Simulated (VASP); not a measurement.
All values below come from PBE GGA, VASP's PBE PAW potentials (set 64) (plane waves; VASP).

A VASP calculation is set up with these files.

KPOINTS:
```
Automatic mesh
0
Gamma
7 7 7
0 0 0
```

### POSCAR
```
CsCl
1.0
  3.9299591680   0.0000000000   0.0000000000
  0.0000000000   3.9299591680   0.0000000000
  0.0000000000   0.0000000000   3.9299591680
Cs Cl
1 1
Cart
  0.0000000000   0.0000000000   0.0000000000
  1.9649795840   1.9649795840   1.9649795840
```

INCAR:
```
SYSTEM=CsCl
PREC=Accurate; ENCUT=500; LREAL=.False.
LASPH=.True.
EDIFF=1E-6; NELM=100; ALGO=Normal
LMAXMIX=4
ISMEAR=0; SIGMA=0.05
GGA=PE
IBRION=2; NSW=40; ISIF=3
EDIFFG=-0.02; PSTRESS=100
LWAVE=.False.; LCHARG=.False.
```

POTCAR, in this order: Cs_sv Cl (PBE.64 set). Program: vasp_std.

The resulting files:

File OUTCAR:
```
 ion  position               nearest neighbor table
   1  0.000  0.000  0.000-
   2  0.500  0.500  0.500-
  LATTYP: Found a simple cubic cell.
 ALAT       =     3.9299591680
 Subroutine PRICEL returns:
 Original cell was already a primitive cell.
 Subroutine GETGRP returns: Found 48 space group operations
The static configuration has the point symmetry O_h .
The dynamic configuration has the point symmetry O_h .
 Subroutine INISYM returns: Found 48 space group operations
 Subroutine IBZKPT returns following result:
 Found     20 irreducible k-points:

 Following reciprocal coordinates:
            Coordinates               Weight
  0.000000  0.000000  0.000000      1.000000
  0.142857  0.000000  0.000000      6.000000
  0.285714  0.000000  0.000000      6.000000
  0.428571  0.000000  0.000000      6.000000
  0.142857  0.142857  0.000000     12.000000
  0.285714  0.142857  0.000000     24.000000
  0.428571  0.142857  0.000000     24.000000
  0.285714  0.285714  0.000000     12.000000
  0.428571  0.285714  0.000000     24.000000
  0.428571  0.428571  0.000000     12.000000
  0.142857  0.142857  0.142857      8.000000
  0.285714  0.142857  0.142857     24.000000
  0.428571  0.142857  0.142857     24.000000
  0.285714  0.285714  0.142857     24.000000
  0.428571  0.285714  0.142857     48.000000
  0.428571  0.428571  0.142857     24.000000
  0.285714  0.285714  0.285714      8.000000
  0.428571  0.285714  0.285714     24.000000
  0.428571  0.428571  0.285714     24.000000
  0.428571  0.428571  0.428571      8.000000
   k-points           NKPTS =     20   k-points in BZ     NKDIM =     20   number of bands    NBANDS=     12
   number of dos      NEDOS =    301   number of ions     NIONS =      2
   total plane-waves  NPLWV =  27000
   dimension x,y,z NGX =    30 NGY =   30 NGZ =   30
   dimension x,y,z NGXF=    60 NGYF=   60 NGZF=   60
   ions per type =               1   1
   PREC   = accura    normal or accurate (medium, high low for compatibility)
   ISTART =      0    job   : 0-new  1-cont  2-samecut
   ICHARG =      2    charge: 1-file 2-atom 10-const
   ISPIN  =      1    spin polarized calculation?
   LNONCOLLINEAR =      F non collinear calculations
   LSORBIT =      F    spin-orbit coupling
   INIWAV =      1    electr: 0-lowe 1-rand  2-diag
   ENCUT  =  500.0 eV  36.75 Ry    6.06 a.u.   7.17  7.17  7.17*2*pi/ulx,y,z
   NELM   =    100;   NELMIN=  2; NELMDL= -5     # of ELM steps
   EDIFF  = 0.1E-05   stopping-criterion for ELM
   LREAL  =      F    real-space projection
   NLSPLINE    = F    spline interpolate recip. space projectors
   LMAXMIX     =    4 max onsite mixed and CHGCAR
   VOSKOWN=      0    Vosko Wilk Nusair interpolation
   EDIFFG = -.2E-01   stopping-criterion for IOM
   NSW    =     40    number of steps for IOM
   NBLOCK =      1;   KBLOCK =     40    inner block; outer block
   IBRION =      2    ionic relax: 0-MD 1-quasi-New 2-CG
   NFREE  =      1    steps in history (QN), initial steepest desc. (CG)
   ISIF   =      3    stress and relaxation
   ISYM   =      2    0-nonsym 1-usesym 2-fastsym
   TEIN   =    0.0    initial temperature
   TEBEG  =    0.0;   TEEND  =   0.0 temperature during run
   SMASS  =  -3.00    Nose mass-parameter (am)
   PSTRESS=  100.0 pullay stress
   NELECT =      16.0000    total number of electrons
   EFERMI =   0.00;   METHOD = LEGACY
   ISMEAR =     0;   SIGMA  =   0.05  broadening in eV -4-tet -1-fermi 0-gaus
   IALGO  =     38    algorithm
   LDIAG  =      T    sub-space diagonalisation (order eigenvalues)
   IMIX   =      4    mixing-type and parameters
     AMIX     =   0.40;   BMIX     =  1.00
     AMIX_MAG =   1.60;   BMIX_MAG =  1.00
...
```

File OSZICAR:
```
       N       E                     dE             d eps       ncg     rms          rms(c)
DAV:   1     0.942586094080E+02    0.94259E+02   -0.72255E+03   480   0.115E+03
DAV:   2    -0.542227833534E+00   -0.94801E+02   -0.88883E+02   752   0.186E+02
DAV:   3    -0.667964655231E+01   -0.61374E+01   -0.61103E+01   608   0.535E+01
DAV:   4    -0.673880431943E+01   -0.59158E-01   -0.59140E-01   572   0.657E+00
DAV:   5    -0.673965057905E+01   -0.84626E-03   -0.84617E-03   608   0.768E-01    0.249E+00
DAV:   6    -0.639933193220E+01    0.34032E+00   -0.59189E-01   556   0.487E+00    0.184E+00
DAV:   7    -0.636097324584E+01    0.38359E-01   -0.21211E-01   628   0.278E+00    0.109E+00
DAV:   8    -0.636234818233E+01   -0.13749E-02   -0.14996E-02   556   0.936E-01    0.131E-01
DAV:   9    -0.636235152495E+01   -0.33426E-05   -0.22406E-03   600   0.325E-01    0.940E-02
DAV:  10    -0.636249221212E+01   -0.14069E-03   -0.22019E-04   560   0.126E-01    0.261E-02
DAV:  11    -0.636250983331E+01   -0.17621E-04   -0.36586E-05   588   0.502E-02    0.577E-03
DAV:  12    -0.636250912199E+01    0.71132E-06   -0.41731E-06   576   0.152E-02
   1 F= -.25741292E+01 E0= -.25741292E+01  d E =-.257413E+01
       N       E                     dE             d eps       ncg     rms          rms(c)
DAV:   1    -0.776643688627E+01   -0.14039E+01   -0.37137E+01   484   0.450E+01    0.830E+00
DAV:   2    -0.629374443349E+01    0.14727E+01   -0.22270E+00   496   0.974E+00    0.271E+00
DAV:   3    -0.597420967715E+01    0.31953E+00   -0.86995E-01   480   0.603E+00    0.177E+00
DAV:   4    -0.595997803206E+01    0.14232E-01   -0.52383E-02   524   0.169E+00    0.434E-01
DAV:   5    -0.595963598248E+01    0.34205E-03   -0.67817E-03   532   0.603E-01    0.216E-01
DAV:   6    -0.595965484261E+01   -0.18860E-04   -0.46833E-04   528   0.160E-01    0.544E-02
DAV:   7    -0.595965376794E+01    0.10747E-05   -0.35464E-05   572   0.479E-02    0.191E-02
DAV:   8    -0.595965020949E+01    0.35585E-05   -0.54900E-06   516   0.202E-02    0.608E-03
DAV:   9    -0.595964969569E+01    0.51380E-06   -0.23600E-07   280   0.490E-03
   2 F= -.26669283E+01 E0= -.26669283E+01  d E =-.927991E-01
       N       E                     dE             d eps       ncg     rms          rms(c)
DAV:   1    -0.618319337787E+01   -0.22354E+00   -0.19868E+00   484   0.984E+00    0.169E+00
DAV:   2    -0.610199396956E+01    0.81199E-01   -0.12764E-01   496   0.234E+00    0.619E-01
DAV:   3    -0.608422624946E+01    0.17768E-01   -0.49091E-02   480   0.143E+00    0.326E-01
DAV:   4    -0.608351577783E+01    0.71047E-03   -0.26536E-03   520   0.376E-01    0.788E-02
DAV:   5    -0.608349979392E+01    0.15984E-04   -0.27526E-04   532   0.122E-01    0.477E-02
DAV:   6    -0.608349546582E+01    0.43281E-05   -0.13284E-05   528   0.277E-02    0.227E-02
DAV:   7    -0.608349321174E+01    0.22541E-05   -0.37649E-06   532   0.141E-02    0.645E-03
DAV:   8    -0.608349366179E+01   -0.45004E-06   -0.34678E-07   256   0.566E-03
   3 F= -.26783602E+01 E0= -.26783602E+01  d E =-.104231E+00
```

### OUTCAR
```
------------------------ aborting loop because EDIFF is reached ----------------------------------------
  FORCE on cell =-STRESS in cart. coord.  units (eV):
  Direction    XX          YY          ZZ          XY          YZ          ZX
  --------------------------------------------------------------------------------------
  Total        3.4086830      3.4086830      3.4086830     -0.0000000     -0.0000000      0.0000000
  in kB      100.1042414    100.1042414    100.1042414     -0.0000000     -0.0000000      0.0000000
  external PRESSURE =       0.1042414 kB  Pullay stress =     100.0000000 kB
  volume of cell :       54.56
      direct lattice vectors                 reciprocal lattice vectors
     3.792697804 -0.000000000 -0.000000000     0.263664561  0.000000000  0.000000000
    -0.000000000  3.792697804  0.000000000     0.000000000  0.263664561 -0.000000000
    -0.000000000  0.000000000  3.792697804     0.000000000 -0.000000000  0.263664561
 POSITION                                       TOTAL-FORCE (eV/Angst)
 -----------------------------------------------------------------------------------
      0.00000      0.00000      0.00000         0.000000     -0.000000      0.000000
      1.89635      1.89635      1.89635        -0.000000      0.000000      0.000000
 -----------------------------------------------------------------------------------
    total drift:                                0.000000      0.000000     -0.000000
  FREE ENERGIE OF THE ION-ELECTRON SYSTEM (eV)
  ---------------------------------------------------
  free  energy   TOTEN  =        -6.0834936618 eV

  energy  without entropy=       -6.0834936618  energy(sigma->0) =       -6.08349366
  enthalpy is  TOTEN    =        -2.6783602029 eV   P V=        3.4051334589

 reached required accuracy - stopping structural energy minimisation
```
(Selected blocks of OUTCAR.)

File CONTCAR:
```
CsCl
   1.00000000000000
     3.7926978036096823   -0.0000000000000000   -0.0000000000000000
    -0.0000000000000000    3.7926978036096823    0.0000000000000000
    -0.0000000000000000    0.0000000000000000    3.7926978036096819
  Cs              Cl
     1     1
Direct
     0.0000000000000000    0.0000000000000000    0.0000000000000000
     0.5000000000000000    0.5000000000000000    0.5000000000000000
```

### OUTCAR
```
 val. band max:        1.3258333677   @ k =   0.0000   0.0000   0.0000

 cond. band min:       6.2531268365   @ k =   0.0000   0.0000   0.0000


 Fermi energy:         1.5556658138

 k-point     1 :       0.0000    0.0000    0.0000
  band No.  band energies     occupation
      1     -17.9874      2.00000
      2     -11.3050      2.00000
      3      -4.2330      2.00000
      4      -4.2330      2.00000
      5      -4.2330      2.00000
      6       1.3258      2.00000
      7       1.3258      2.00000
      8       1.3258      2.00000
      9       6.2531      0.00000
     10       6.2531      0.00000
     11       7.9490      0.00000
     12      12.1287      0.00000

 k-point     2 :       0.1429    0.0000    0.0000
  band No.  band energies     occupation
      1     -17.9451      2.00000
      2     -11.3471      2.00000
      3      -4.4068      2.00000
      4      -4.1707      2.00000
      5      -4.1707      2.00000
      6       0.9128      2.00000
      7       1.2189      2.00000
      8       1.2189      2.00000
      9       6.4295      0.00000
     10       6.9466      0.00000
     11       8.5779      0.00000
     12      11.9569      0.00000

 k-point     3 :       0.2857    0.0000    0.0000
  band No.  band energies     occupation
      1     -17.8467      2.00000
      2     -11.4532      2.00000
      3      -4.7235      2.00000
      4      -4.0214      2.00000
      5      -4.0214      2.00000
      6       0.1290      2.00000
      7       0.9656      2.00000
      8       0.9656      2.00000
      9       6.9256      0.00000
     10       8.5913      0.00000
     11      10.0284      0.00000
     12      11.7848      0.00000

 k-point     4 :       0.4286    0.0000    0.0000
  band No.  band energies     occupation
      1     -17.7639      2.00000
      2     -11.5503      2.00000
      3      -4.9157      2.00000
      4      -3.8902      2.00000
      5      -3.8902      2.00000
      6      -0.4152      2.00000
...
```

Energy and stress use the plane-wave basis of the starting cell. Unless said otherwise, spin-orbit coupling is left out, though it shifts the bands of the heavy elements here.

The compound is CsCl in the CsCl type structure. This run relaxes it under an external pressure of 10 GPa. Symmetry was kept, so distortions that lower it aren't found.
